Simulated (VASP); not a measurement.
Set up this calculation in VASP 6.6.1, as the native input.

```yaml
Task: relaxation of cell and atoms
Functional: RPBE
Potentials_or_basis: VASP PAW PBE potentials, release 64 (C)
Cutoff: 600 eV
k_mesh: 14 × 14 × 14
Occupations: gaussian, width 0.03 eV
Spin: no spin polarisation
Further_INCAR_settings: ALGO = Normal; EDIFF = 1e-07; IBRION = 2; EDIFFG = -0.005; NSW = 90; ISIF = 3
```

The structure of C lies in POSCAR:

```
C                                       
1.0
    0.0000000000      1.7940792463      1.7940792463
    1.7940792463     -0.0000000000      1.7940792463
    1.7940792463      1.7940792463     -0.0000000000
  C             
     2
Direct
     0.0000000000000000    0.0000000000000000    0.0000000000000000
     0.2500000000000000    0.2500000000000000    0.2500000000000000
```

This isn't the form of C at room conditions, which is graphite.

These files were run (other wordings do the same):

INCAR

```
SYSTEM = C
PREC     = Accurate       ! precision mode
ENCUT    = 600            ! plane-wave cutoff, eV
EDIFF    = 1E-7           ! SCF threshold, eV
ISMEAR   = 0              ! smearing method
SIGMA    = 0.03           ! smearing width, eV
LREAL    = .FALSE.        ! projectors in reciprocal space
LASPH    = .TRUE.         ! aspherical terms in the spheres
NELM     = 80             ! most SCF steps
ALGO     = Normal         ! electronic algorithm
ISIF     = 3              ! what is computed and relaxed
LWAVE    = .FALSE.        ! write WAVECAR
LCHARG   = .FALSE.        ! write CHGCAR
GGA      = RP             ! functional
IBRION   = 2              ! ionic algorithm
NSW      = 90             ! ionic steps
EDIFFG   = -0.005         ! ionic threshold
```

KPOINTS

```
regular mesh
0
G
  14 14 14
  0 0 0
```

Potentials or basis: VASP PAW PBE potentials, release 64 (C).

The run is started by

```sh
$ cat potpaw_PBE.64/C/POTCAR > POTCAR
$ mpirun -np 1 vasp_std > vasp.out
```

It gave:

```yaml
Pressure_after_relaxing: -0.1 GPa
Band_gap_on_the_k_mesh: 4.09 eV, indirect (least direct gap 5.55 eV)
```

Caveat: the relaxation stopped at its first step, so nothing moved; the PAW data sets were made with another functional, which shifts forces and pressure a little.

Run time: 6.3 s on 1 thread of Intel(R) Xeon(R) Platinum 8488C (Sapphire Rapids), on a shared host, peak memory 0.11 GiB.
